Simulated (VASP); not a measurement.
Input of a VASP 6.6.1 run:

Contents of POSCAR:

```
GaSb
1.0
    0.0000000000      3.0590000000      3.0590000000
    3.0590000000      0.0000000000      3.0590000000
    3.0590000000      3.0590000000      0.0000000000
Sb Ga
1 1
Direct
    0.7500000000      0.7500000000      0.7500000000
    0.0000000000      0.0000000000      0.0000000000
```

File INCAR.step1:

```
  PREC = Accurate
  ENCUT = 520
  EDIFF = 1E-6
  ISMEAR = -1
  SIGMA = 0.05
  LREAL = False
  LASPH = True
  NELM = 60
  ALGO = Normal
  ISIF = 2
  LWAVE = False
  LCHARG = True
  GGA = PS
```

KPOINTS.step1

```
regular mesh
0
Gamma
  8 8 8
```

Contents of INCAR.step2:

```
  PREC = Accurate
  ENCUT = 520
  EDIFF = 1E-6
  ISMEAR = 0
  SIGMA = 0.05
  LREAL = False
  LASPH = True
  NELM = 60
  ALGO = Normal
  ISIF = 2
  LWAVE = False
  LCHARG = False
  GGA = PS
  ICHARG = 11
```

File KPOINTS.step2:

```
path GXWKGLUWLK,UX
10
line-mode
reciprocal
 0.0000000000  0.0000000000  0.0000000000  G
 0.5000000000  0.0000000000  0.5000000000  X

 0.5000000000  0.0000000000  0.5000000000  X
 0.5000000000  0.2500000000  0.7500000000  W

 0.5000000000  0.2500000000  0.7500000000  W
 0.3750000000  0.3750000000  0.7500000000  K

 0.3750000000  0.3750000000  0.7500000000  K
 0.0000000000  0.0000000000  0.0000000000  G

 0.0000000000  0.0000000000  0.0000000000  G
 0.5000000000  0.5000000000  0.5000000000  L

 0.5000000000  0.5000000000  0.5000000000  L
 0.6250000000  0.2500000000  0.6250000000  U

 0.6250000000  0.2500000000  0.6250000000  U
 0.5000000000  0.2500000000  0.7500000000  W

 0.5000000000  0.2500000000  0.7500000000  W
 0.5000000000  0.5000000000  0.5000000000  L

 0.5000000000  0.5000000000  0.5000000000  L
 0.3750000000  0.3750000000  0.7500000000  K

 0.6250000000  0.2500000000  0.6250000000  U
 0.5000000000  0.0000000000  0.5000000000  X
```

Potentials or basis: VASP PAW PBE potentials, release 64 (Sb, Ga_d).

Command:

```console
$ cat potpaw_PBE.64/Sb/POTCAR potpaw_PBE.64/Ga_d/POTCAR > POTCAR
$ cp INCAR.step1 INCAR
$ cp KPOINTS.step1 KPOINTS
$ mpirun -np 1 vasp_std > vasp.out
$ cp INCAR.step2 INCAR
$ cp KPOINTS.step2 KPOINTS
$ mpirun -np 1 vasp_std > vasp.out
```

Question: Predict the band gap along the path.

Answer: None (metal or under the smearing width).

Levels at the corners of the path, in eV from the Fermi level:
```tsv
point	band 5	band 6	band 7	band 8	band 9	band 10	band 11	band 12	band 13
Γ	-15.00	-11.56	-0.06	-0.06	-0.06	-0.06	2.70	2.70	2.70
X	-15.00	-9.10	-6.89	-2.64	-2.64	0.78	1.10	8.61	8.61
X	-15.00	-9.10	-6.89	-2.64	-2.64	0.78	1.10	8.61	8.61
W	-15.00	-9.05	-6.75	-3.43	-3.21	3.61	4.19	4.31	4.62
W	-15.00	-9.05	-6.75	-3.43	-3.21	3.61	4.19	4.31	4.62
K	-15.00	-9.16	-6.71	-3.70	-2.26	1.28	3.77	6.50	6.74
K	-15.00	-9.16	-6.71	-3.70	-2.26	1.28	3.77	6.50	6.73
Γ	-15.00	-11.56	-0.06	-0.06	-0.06	-0.06	2.70	2.70	2.70
Γ	-15.00	-11.56	-0.06	-0.06	-0.06	-0.06	2.70	2.70	2.70
L	-15.00	-9.93	-6.45	-1.21	-1.21	0.29	3.66	3.66	6.26
L	-15.00	-9.93	-6.45	-1.21	-1.21	0.29	3.66	3.66	6.26
U	-15.00	-9.16	-6.71	-3.70	-2.26	1.28	3.77	6.50	6.73
U	-15.00	-9.16	-6.71	-3.70	-2.26	1.28	3.77	6.50	6.73
W	-15.00	-9.05	-6.75	-3.43	-3.21	3.61	4.19	4.31	4.62
W	-15.00	-9.05	-6.75	-3.43	-3.21	3.61	4.19	4.31	4.62
L	-15.00	-9.93	-6.45	-1.21	-1.21	0.29	3.66	3.66	6.26
L	-15.00	-9.93	-6.45	-1.21	-1.21	0.29	3.66	3.66	6.26
K	-15.00	-9.16	-6.71	-3.70	-2.26	1.28	3.77	6.50	6.73
U	-15.00	-9.16	-6.71	-3.70	-2.26	1.28	3.77	6.50	6.73
X	-15.00	-9.10	-6.89	-2.64	-2.64	0.78	1.10	8.61	8.61
```

Caveat: the log is that of the step along the path at fixed density, whose energy, stress, charges and moments have no meaning; spin-orbit coupling is left out, which moves the levels of the heavy elements; this crystal is a semiconductor, whose small gap the functional closes, so the metal is an error of the method.

**The experiment to reproduce.**

From a printed reference work, data compilation, for a bulk crystal of GaSb at 4.2 K: band gap 0.811 eV (direct).

A measured gap of GaSb is 0.811 eV (direct; 4.2 K; a printed reference work, data compilation); the calculated 0.00 eV misses it by -0.81 eV. Spin-orbit coupling on Ga, Sb is left out. The value is that of PBEsol, without temperature or zero-point motion. Semilocal functionals fall short of measured gaps as a rule.
